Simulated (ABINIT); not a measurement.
# KCl (Sylvite): making up for missing bands

Can a closure trick stand in for empty bands in GW on KCl (Sylvite)?

Calculated with ABINIT 10.8.3; PBE and many-body steps on it, plane waves.

**1. Set-up**

Symmetry: Fm-3m, No. 225, cubic system. The conventional cell has a = 6.293 Å, b = 6.293 Å, c = 6.293 Å, α = 90.00°, β = 90.00°, γ = 90.00°. K has 6 Cl at 3.15 Å nearest. Nearest to Cl lie 6 K at 3.15 Å. Farther neighbours and most contacts between anions are not listed.

The cell and positions come from the Crystallography Open Database and are kept as given unless a step says otherwise.

**2. Empty states on the mesh, 4×4×4 mesh, 392 bands**

This step: ABINIT 10.8.3; DFT, PBE, plane waves, norm-conserving pseudopotentials.

The sums over transitions need many empty states on a uniform mesh; this step solves for them.

Input file run.abi:

```
acell 3*1.0 Angstrom
rprim 
  -0.000000000000 3.146470000000 3.146470000000
  3.146470000000 0.000000000000 3.146470000000
  3.146470000000 3.146470000000 -0.000000000000
ntypat 2
znucl 19 17
natom 2
typat 1 2
xred 
  0.000000000000 0.000000000000 0.000000000000
  0.500000000000 0.500000000000 0.500000000000
pp_dirpath "pseudos"
pseudos "K.upf, Cl.upf"
ecut 33
ngkpt 4 4 4
nshiftk 1
shiftk 0 0 0
kptopt 1
chksymbreak 0
irdden 1
istwfk *1
nband 392
prtvol 0
optdriver 6
gwr_task "HDIAGO"
paral_kgb 0
occopt 1
indata_prefix "in"
outdata_prefix "out"
tmpdata_prefix "tmp"
```

Run with:

```console
> OMP_NUM_THREADS=1 mpirun -n 4 abinit run.abi > log
```

The program printed:

```text
.Version 10.8.3 of ABINIT. v10.8.2 released Aug 2026.

 Symmetries : space group Fm -3 m (#225); Bravais cF (face-center cubic)
[... echo of the input left out ...]
== DATASET  1 ==================================================================
-   mpi_nproc: 4, omp_nthreads: 1 (-1 if OMP is not activated)

--- !DatasetInfo
iteration_state: {dtset: 1, }
dimensions: {natom: 2, nkpt: 8, mband: 392, nsppol: 1, nspinor: 1, nspden: 1, mpw: 3839, }
cutoff_energies: {ecut:  33.0, pawecutdg:  -1.0, }
[...]
Direct band gap semiconductor
 Fundamental gap:     5.190 (eV)
   VBM:    -0.231 (eV) at k: [ 0.0000E+00,  0.0000E+00,  0.0000E+00]
   CBM:     4.958 (eV) at k: [ 0.0000E+00,  0.0000E+00,  0.0000E+00]
 Direct gap:         5.190 (eV) at k: [ 0.0000E+00,  0.0000E+00,  0.0000E+00]

== END DATASET(S) ==============================================================
================================================================================

 -outvars: echo values of variables after computation  --------
           etotal      0.0000000000E+00
            nband         392
             nkpt           8
          spgroup         225
 [... the other variables as echoed above ...]

 Calculation completed.
```

It took 86 s on 4 MPI ranks of Arm Neoverse V1, shared host; peak memory 3.4 GiB; 5.7 min of CPU time.

Numbers from this step:

```yaml
gap: 5.190 eV
k_of_the_valence_top: 0, 0, 0
k_of_the_conduction_bottom: 0, 0, 0
least_direct_gap: 5.190 eV
k_points_computed: 8
lowest_point_of_the_top_converged_band_above_the_valence_top: 185.4152 eV
```

On this mesh the gap is 5.190 eV.

The density comes from a self-consistent run that is not shown.

**3. Screening, 4×4×4 mesh, 384 bands, screening to 266.7 eV**

The RPA dielectric matrix is built and inverted for each q.

This step: RPA screening on PBE, plane waves, norm-conserving pseudopotentials.

Changes to run.abi since step 2:

```diff
@@ -20,10 +20,11 @@
 chksymbreak 0
-irdden 1
 istwfk *1
-nband 392
-prtvol 0
-optdriver 6
-gwr_task "HDIAGO"
-paral_kgb 0
 occopt 1
+irdwfk 1
+optdriver 3
+nband 384
+ecuteps 9.8
+inclvkb 2
+awtr 1
+symchi 1
 indata_prefix "in"
```

The program printed:

```text
.Version 10.8.3 of ABINIT. v10.8.2 released Aug 2026.

 Symmetries : space group Fm -3 m (#225); Bravais cF (face-center cubic)
[... echo of the input left out ...]
== DATASET  1 ==================================================================
-   mpi_nproc: 4, omp_nthreads: 1 (-1 if OMP is not activated)

--- !DatasetInfo
iteration_state: {dtset: 1, }
dimensions: {natom: 2, nkpt: 8, mband: 384, nsppol: 1, nspinor: 1, nspden: 1, mpw: 3839, }
cutoff_energies: {ecut:  33.0, pawecutdg:  -1.0, }
electrons: {nelect:   1.60000000E+01, charge:   0.00000000E+00, occopt:   1.00000000E+00, tsmear:   1.00000000E-02, }

 SCREENING: Calculation of the susceptibility and dielectric matrices

 Based on a program developped by R.W. Godby, V. Olevano, G. Onida, and L. Reining.
 Incorporated in ABINIT by V. Olevano, G.-M. Rignanese, and M. Torrent.
.Using double precision arithmetic ; gwpc =  8

[... cell and pseudopotentials left out ...]
--------------------------------------------------------------------------------

 ==== K-mesh for the wavefunctions ====
 Number of points in the irreducible wedge :     8
[... list of points left out ...]
 Together with 48 symmetry operations and time-reversal symmetry
 yields    64 points in the full Brillouin Zone.

 ==== Q-mesh for the screening function ====
 Number of points in the irreducible wedge :     8
[... list of points left out ...]
 Together with 48 symmetry operations and time-reversal symmetry
 yields    64 points in the full Brillouin Zone.

 setmesh: FFT mesh size selected  =    36x   36x   36
          total number of points  =        46656

 vcoul_init : cutoff-mode = AUXILIARY_FUNCTION
 q-points for optical limit:   1
     1)      0.000010    0.000020    0.000030

- screening: taking advantage of time-reversal symmetry
- Maximum band index for partially occupied states nbvw = 8
- Remaining bands to be divided among processors   nbcw = 376
- Number of bands treated by each node ~94

 Number of electrons calculated from density =   16.0000; Expected =   16.0000
 average of density, n =  0.038056
 r_s =    1.8443
 omega_plasma =   18.8177 [eV]

 calculating chi0 at frequencies [eV] :
  1    0.000000E+00    0.000000E+00
  2    0.000000E+00    1.881772E+01

--------------------------------------------------------------------------------
  q-point number  1        q = ( 0.000000, 0.000000, 0.000000) [r.l.u.]
--------------------------------------------------------------------------------
[... chi0 elements left out ...]
 For q-point:  0.000010 0.000020 0.000030
  dielectric constant =   2.1775
  dielectric constant without local fields =   2.5858

  Average fulfillment of the sum rule on Im[epsilon] for q-point    1 :     86.85  [%]
[... wings left out ...]
  q-point number  2        q = ( 0.250000, 0.000000, 0.000000) [r.l.u.]
--------------------------------------------------------------------------------
[... chi0 elements left out ...]
  Average fulfillment of the sum rule on Im[epsilon] for q-point    2 :     88.00  [%]

 [... 6 further q-points ...]
```

Elapsed: 4 min, on 4 MPI ranks; peak memory 3 GiB; 16 min of CPU time.

Numbers from this step:

| Quantity | Value |
| --- | --- |
| ε∞ with local fields, on this mesh, along the program's q direction | 2.178 |
| the same without local fields | 2.586 |
| plasma frequency | 18.82 eV |
| plane waves in the screening matrix | 609 |

Local fields lower ε∞ by 16 %.

**4. 384 bands**

The self-energy is evaluated for the states that the input lists, and the levels follow from it, in one-shot runs by the linearised quasiparticle equation.

This step: G0W0 on PBE, plane waves, norm-conserving pseudopotentials.

Changes to run.abi since step 3:

```diff
@@ -23,8 +23,15 @@
 irdwfk 1
-optdriver 3
+optdriver 4
 nband 384
+gwcalctyp 0
+ecutsigx 33
+symsigma 1
+nkptgw 1
+kptgw 
+  0.0000000000 0.0000000000 0.0000000000
+bdgw 
+  6 12
 ecuteps 9.8
-inclvkb 2
-awtr 1
-symchi 1
+irdscr 1
+ppmodel 1
 indata_prefix "in"
```

The program printed:

```text
.Version 10.8.3 of ABINIT. v10.8.2 released Aug 2026.

 Symmetries : space group Fm -3 m (#225); Bravais cF (face-center cubic)
[... echo of the input left out ...]
== DATASET  1 ==================================================================
-   mpi_nproc: 4, omp_nthreads: 1 (-1 if OMP is not activated)

--- !DatasetInfo
iteration_state: {dtset: 1, }
dimensions: {natom: 2, nkpt: 8, mband: 384, nsppol: 1, nspinor: 1, nspden: 1, mpw: 3839, }
cutoff_energies: {ecut:  33.0, pawecutdg:  -1.0, }
electrons: {nelect:   1.60000000E+01, charge:   0.00000000E+00, occopt:   1.00000000E+00, tsmear:   1.00000000E-02, }

 SIGMA: Calculation of the GW corrections

 Based on a program developped by R.W. Godby, V. Olevano, G. Onida, and L. Reining.
 Incorporated in ABINIT by V. Olevano, G.-M. Rignanese, and M. Torrent.
.Using double precision arithmetic ; gwpc =  8

[... cell and pseudopotentials left out ...]
--------------------------------------------------------------------------------

 ==== K-mesh for the wavefunctions ====
 Number of points in the irreducible wedge :     8
[... list of points left out ...]
 Together with 48 symmetry operations and time-reversal symmetry
 yields    64 points in the full Brillouin Zone.

 ==== Q-mesh for screening function ====
 Number of points in the irreducible wedge :     8
[... list of points left out ...]
 Together with 48 symmetry operations and time-reversal symmetry
 yields    64 points in the full Brillouin Zone.

 vcoul_init : cutoff-mode = AUXILIARY_FUNCTION
 q-points for optical limit:   1
     1)      0.000010    0.000020    0.000030
 setmesh: FFT mesh size selected  =    45x   45x   45
          total number of points  =        91125

 Number of electrons calculated from density =   16.0000; Expected =   16.0000
 average of density, n =  0.038056
 r_s =    1.8443
 omega_plasma =   18.8177 [eV]

 === KS Band Gaps ===
  >>>> For spin  1
   Minimum direct gap =   5.1895 [eV], located at k-point      :   0.0000  0.0000  0.0000
   Fundamental gap    =   5.1895 [eV], Top of valence bands at :   0.0000  0.0000  0.0000
                                       Bottom of conduction at :   0.0000  0.0000  0.0000
 SIGMA fundamental parameters:
 PLASMON POLE MODEL  1
 number of plane-waves for SigmaX                 3839
 number of plane-waves for SigmaC and W            609
 number of plane-waves for wavefunctions          3839
 number of bands                                   384
 number of independent spin polarizations            1
 number of spinorial components                      1
 number of k-points in IBZ                           8
 number of q-points in IBZ                           8
 number of symmetry operations                      48
 number of k-points in BZ                           64
 number of q-points in BZ                           64
 number of frequencies for dSigma/dE                 9
 frequency step for dSigma/dE [eV]                0.25
 number of omega for Sigma on real axis              0
 max omega for Sigma on real axis  [eV]           0.00
 zcut for avoiding poles [eV]                     0.10

 EPSILON^-1 parameters (SCR file):
 dimension of the eps^-1 matrix on file            609
 dimension of the eps^-1 matrix used               609
 number of plane-waves for wavefunctions          3839
 number of bands                                   384
 number of q-points in IBZ                           8
 number of frequencies                               2
 number of real frequencies                          1
 number of imag frequencies                          1

 matrix elements of self-energy operator (all in [eV])

 Perturbative Calculation

--- !SelfEnergy_ee
iteration_state: {dtset: 1, }
kpoint     : [   0.000,    0.000,    0.000, ]
spin       : 1
KS_gap     :    5.190
QP_gap     :    8.190
Delta_QP_KS:    3.000
data: !SigmaeeData |
     Band     E0 <VxcDFT>   SigX SigC(E0)      Z dSigC/dE  Sig(E)    E-E0       E
        6  -0.231 -14.148 -18.664   1.594   0.807  -0.240 -16.506  -2.358  -2.590
        7  -0.231 -14.148 -18.664   1.594   0.807  -0.240 -16.506  -2.358  -2.590
        8  -0.231 -14.148 -18.664   1.594   0.807  -0.240 -16.506  -2.358  -2.590
        9   4.958  -6.955  -3.245  -2.974   0.872  -0.146  -6.313   0.642   5.600
       10   8.135  -8.956  -4.051  -3.118   0.867  -0.153  -7.407   1.550   9.685
       11   8.135  -8.956  -4.051  -3.118   0.867  -0.153  -7.407   1.550   9.685
       12   8.135  -8.956  -4.051  -3.118   0.867  -0.153  -7.407   1.550   9.685

== END DATASET(S) ==============================================================
================================================================================

 -outvars: echo values of variables after computation  --------
           etotal      0.0000000000E+00
            nband         384
             nkpt           8
          spgroup         225
 [... the other variables as echoed above ...]

 Calculation completed.
```

Elapsed: 96 s, on 4 MPI ranks; peak memory 3.5 GiB; 6.4 min of CPU time.

Numbers from this step:

```
G0W0 gap on the points computed              : 8.19 eV
starting gap on the mesh                     : 5.190 eV
k of the valence top                         : 0, 0, 0
k of the conduction bottom                   : 0, 0, 0
Z at the valence top                         : 0.807
Z at the conduction bottom                   : 0.872
least direct G0W0 gap on the computed points : 8.19 eV
```

The gap on the mesh goes from 5.19 eV to 8.19 eV, a correction of +3.00 eV.

**5. Screening, 4×4×4 mesh, 41 bands, screening to 266.7 eV**

This step: RPA screening on PBE, plane waves, norm-conserving pseudopotentials.

Changes to run.abi since step 4:

```diff
@@ -23,15 +23,8 @@
 irdwfk 1
-optdriver 4
-nband 384
-gwcalctyp 0
-ecutsigx 33
-symsigma 1
-nkptgw 1
-kptgw 
-  0.0000000000 0.0000000000 0.0000000000
-bdgw 
-  6 12
+optdriver 3
+nband 41
 ecuteps 9.8
-irdscr 1
-ppmodel 1
+inclvkb 2
+awtr 1
+symchi 1
 indata_prefix "in"
```

The program printed:

```text
.Version 10.8.3 of ABINIT. v10.8.2 released Aug 2026.

 Symmetries : space group Fm -3 m (#225); Bravais cF (face-center cubic)
[... echo of the input left out ...]
== DATASET  1 ==================================================================
-   mpi_nproc: 4, omp_nthreads: 1 (-1 if OMP is not activated)

--- !DatasetInfo
iteration_state: {dtset: 1, }
dimensions: {natom: 2, nkpt: 8, mband: 41, nsppol: 1, nspinor: 1, nspden: 1, mpw: 3839, }
cutoff_energies: {ecut:  33.0, pawecutdg:  -1.0, }
electrons: {nelect:   1.60000000E+01, charge:   0.00000000E+00, occopt:   1.00000000E+00, tsmear:   1.00000000E-02, }

 SCREENING: Calculation of the susceptibility and dielectric matrices

 Based on a program developped by R.W. Godby, V. Olevano, G. Onida, and L. Reining.
 Incorporated in ABINIT by V. Olevano, G.-M. Rignanese, and M. Torrent.
.Using double precision arithmetic ; gwpc =  8

[... cell and pseudopotentials left out ...]
--------------------------------------------------------------------------------

 ==== K-mesh for the wavefunctions ====
 Number of points in the irreducible wedge :     8
[... list of points left out ...]
 Together with 48 symmetry operations and time-reversal symmetry
 yields    64 points in the full Brillouin Zone.

 ==== Q-mesh for the screening function ====
 Number of points in the irreducible wedge :     8
[... list of points left out ...]
 Together with 48 symmetry operations and time-reversal symmetry
 yields    64 points in the full Brillouin Zone.

 setmesh: FFT mesh size selected  =    36x   36x   36
          total number of points  =        46656

 vcoul_init : cutoff-mode = AUXILIARY_FUNCTION
 q-points for optical limit:   1
     1)      0.000010    0.000020    0.000030

- screening: taking advantage of time-reversal symmetry
- Maximum band index for partially occupied states nbvw = 8
- Remaining bands to be divided among processors   nbcw = 33
- Number of bands treated by each node ~8

 Number of electrons calculated from density =   16.0000; Expected =   16.0000
 average of density, n =  0.038056
 r_s =    1.8443
 omega_plasma =   18.8177 [eV]

 calculating chi0 at frequencies [eV] :
  1    0.000000E+00    0.000000E+00
  2    0.000000E+00    1.881772E+01

--------------------------------------------------------------------------------
  q-point number  1        q = ( 0.000000, 0.000000, 0.000000) [r.l.u.]
--------------------------------------------------------------------------------
[... chi0 elements left out ...]
 For q-point:  0.000010 0.000020 0.000030
  dielectric constant =   2.1699
  dielectric constant without local fields =   2.5798

  Average fulfillment of the sum rule on Im[epsilon] for q-point    1 :     48.02  [%]
[... wings left out ...]
  q-point number  2        q = ( 0.250000, 0.000000, 0.000000) [r.l.u.]
--------------------------------------------------------------------------------
[... chi0 elements left out ...]
  Average fulfillment of the sum rule on Im[epsilon] for q-point    2 :     66.57  [%]

 [... 6 further q-points ...]
```

The job ended after 27 s (4 MPI ranks; peak memory 0.84 GiB).

This step gave:

| Property | Result |
| --- | --- |
| ε∞ with local fields, on this mesh, along the program's q direction | 2.170 |
| the same without local fields | 2.580 |
| plasma frequency | 18.82 eV |
| plane waves in the screening matrix | 609 |

**6. 41 bands**

This step: G0W0 on PBE, plane waves, norm-conserving pseudopotentials.

Changes to run.abi since step 5:

```diff
@@ -23,8 +23,15 @@
 irdwfk 1
-optdriver 3
+optdriver 4
 nband 41
+gwcalctyp 0
+ecutsigx 33
+symsigma 1
+nkptgw 1
+kptgw 
+  0.0000000000 0.0000000000 0.0000000000
+bdgw 
+  6 12
 ecuteps 9.8
-inclvkb 2
-awtr 1
-symchi 1
+irdscr 1
+ppmodel 1
 indata_prefix "in"
```

The program printed:

```text
.Version 10.8.3 of ABINIT. v10.8.2 released Aug 2026.

 Symmetries : space group Fm -3 m (#225); Bravais cF (face-center cubic)
[... echo of the input left out ...]
== DATASET  1 ==================================================================
-   mpi_nproc: 4, omp_nthreads: 1 (-1 if OMP is not activated)

--- !DatasetInfo
iteration_state: {dtset: 1, }
dimensions: {natom: 2, nkpt: 8, mband: 41, nsppol: 1, nspinor: 1, nspden: 1, mpw: 3839, }
cutoff_energies: {ecut:  33.0, pawecutdg:  -1.0, }
electrons: {nelect:   1.60000000E+01, charge:   0.00000000E+00, occopt:   1.00000000E+00, tsmear:   1.00000000E-02, }

 SIGMA: Calculation of the GW corrections

 Based on a program developped by R.W. Godby, V. Olevano, G. Onida, and L. Reining.
 Incorporated in ABINIT by V. Olevano, G.-M. Rignanese, and M. Torrent.
.Using double precision arithmetic ; gwpc =  8

[... cell and pseudopotentials left out ...]
--------------------------------------------------------------------------------

 ==== K-mesh for the wavefunctions ====
 Number of points in the irreducible wedge :     8
[... list of points left out ...]
 Together with 48 symmetry operations and time-reversal symmetry
 yields    64 points in the full Brillouin Zone.

 ==== Q-mesh for screening function ====
 Number of points in the irreducible wedge :     8
[... list of points left out ...]
 Together with 48 symmetry operations and time-reversal symmetry
 yields    64 points in the full Brillouin Zone.

 vcoul_init : cutoff-mode = AUXILIARY_FUNCTION
 q-points for optical limit:   1
     1)      0.000010    0.000020    0.000030
 setmesh: FFT mesh size selected  =    45x   45x   45
          total number of points  =        91125

 Number of electrons calculated from density =   16.0000; Expected =   16.0000
[...]
number of q-points in BZ                           64
 number of frequencies for dSigma/dE                 9
 frequency step for dSigma/dE [eV]                0.25
 number of omega for Sigma on real axis              0
 max omega for Sigma on real axis  [eV]           0.00
 zcut for avoiding poles [eV]                     0.10

 EPSILON^-1 parameters (SCR file):
 dimension of the eps^-1 matrix on file            609
 dimension of the eps^-1 matrix used               609
 number of plane-waves for wavefunctions          3839
 number of bands                                    41
 number of q-points in IBZ                           8
 number of frequencies                               2
 number of real frequencies                          1
 number of imag frequencies                          1

 matrix elements of self-energy operator (all in [eV])

 Perturbative Calculation

--- !SelfEnergy_ee
iteration_state: {dtset: 1, }
kpoint     : [   0.000,    0.000,    0.000, ]
spin       : 1
KS_gap     :    5.190
QP_gap     :    7.875
Delta_QP_KS:    2.686
data: !SigmaeeData |
     Band     E0 <VxcDFT>   SigX SigC(E0)      Z dSigC/dE  Sig(E)    E-E0       E
        6  -0.231 -14.148 -18.664   2.400   0.813  -0.231 -15.868  -1.720  -1.952
        7  -0.231 -14.148 -18.664   2.400   0.813  -0.231 -15.868  -1.720  -1.952
        8  -0.231 -14.148 -18.664   2.400   0.813  -0.231 -15.868  -1.720  -1.952
        9   4.958  -6.955  -3.245  -2.608   0.876  -0.141  -5.990   0.965   5.923
       10   8.135  -8.956  -4.051  -2.467   0.874  -0.144  -6.825   2.131  10.266
       11   8.135  -8.956  -4.051  -2.467   0.874  -0.144  -6.825   2.131  10.266
       12   8.135  -8.956  -4.051  -2.467   0.874  -0.144  -6.825   2.131  10.266

== END DATASET(S) ==============================================================
================================================================================

 -outvars: echo values of variables after computation  --------
           etotal      0.0000000000E+00
            nband          41
             nkpt           8
          spgroup         225
 [... the other variables as echoed above ...]

 Calculation completed.
```

Run time: 14 s. Hardware: 4 MPI ranks; peak memory 1.4 GiB.

This step gave:

- G0W0 gap on the points computed: 7.875 eV
- starting gap on the mesh: 5.190 eV
- k of the valence top: 0, 0, 0
- k of the conduction bottom: 0, 0, 0
- Z at the valence top: 0.813
- Z at the conduction bottom: 0.876
- least direct G0W0 gap on the computed points: 7.875 eV

Against G0W0 in ABINIT (4×4×4 mesh, 384 bands, screening to 266.7 eV, Godby-Needs plasmon pole), the gap moves by −0.315 eV.

[end of part 1 of 2]

[Paths, hosts, dates, memory and timing lines, banners, echoed tables and standing remarks are left out of the program output.]

[Logs are printed without paths, hosts, clocks, repeated set-up lines and the standing remarks that a program may print on its own settings, such as how far it seeks lower states.]

[Runs of the session that timed out or met a known fault of the program may be left out.]

[Hosts, paths, dates, database ids (printed as entryN), source tags and the programs' standing remarks are cut or masked in the printed files.]

[G0W0 gaps are taken among the corrected bands and points alone; a level outside them can change the order at an edge.]

[Where Ansatz stands beside ABINIT at settings called matched, ABINIT's density can come from a denser mesh and the files from another edition; pairs whose starting gaps differed by over 0.03 eV were left out, so agreement reads better than it is.]
